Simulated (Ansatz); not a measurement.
# Zn under changes of volume

One of the cells (14.444 Å³/atom); the others are scaled copies at fixed shape and fractional positions:

```
CELL_PARAMETERS angstrom
2.26817 -1.30849 0.00000
2.26817 1.30849 0.00000
-1.59172 0.00000 7.30041
ATOMIC_POSITIONS crystal
Zn 0.77802 0.77802 0.33450
Zn 0.22198 0.22198 0.66550
Zn 0.00000 0.00000 0.00000
```

This isn't the form of Zn at room conditions, which is hcp.

| Property | Result |
| --- | --- |
| Program | Ansatz 0.2.0 |
| Functional | PBE |
| Potentials or basis | Ansatz PAW |
| Cutoff | 420 eV (not typed: the program's choice for these potentials) |
| k mesh | 12 × 12 × 4 |
| Occupations | fermi-dirac, width 0.05 eV |
| Spin | no spin polarisation |

```tsv
volume (Å³/atom)	energy over the lowest point (meV/atom)	pressure (GPa)	largest force (eV/Å)
13.578	49.82	11.0	0.022
13.867	?	?	?
14.156	19.01	6.3	0.017
14.444	9.58	4.3	0.016
14.733	3.52	2.5	0.015
15.022	0.44	1.0	0.015
15.311	0.00	-0.4	0.014
```

**Question.** What does the run at 13.867 Å³/atom give?

**Answer.** Energy over the lowest point 32.26 meV/atom; pressure 8.5 GPa; largest force 0.019 eV/Å.

Worked out: A Birch-Murnaghan fit of order 3 (a polynomial in V^(-2/3)) to the other rows has its minimum at 15.22 Å³/atom with B0 = V·E''(V) = 71 GPa and B' = 5.4 at fixed shape and positions, which overstates the stiffness. It gives 32.26 meV/atom at 13.867 Å³/atom, against the run's 32.26, and -dE/dV = 8.5 GPa, against 8.5.

Energies are extrapolated to zero smearing.
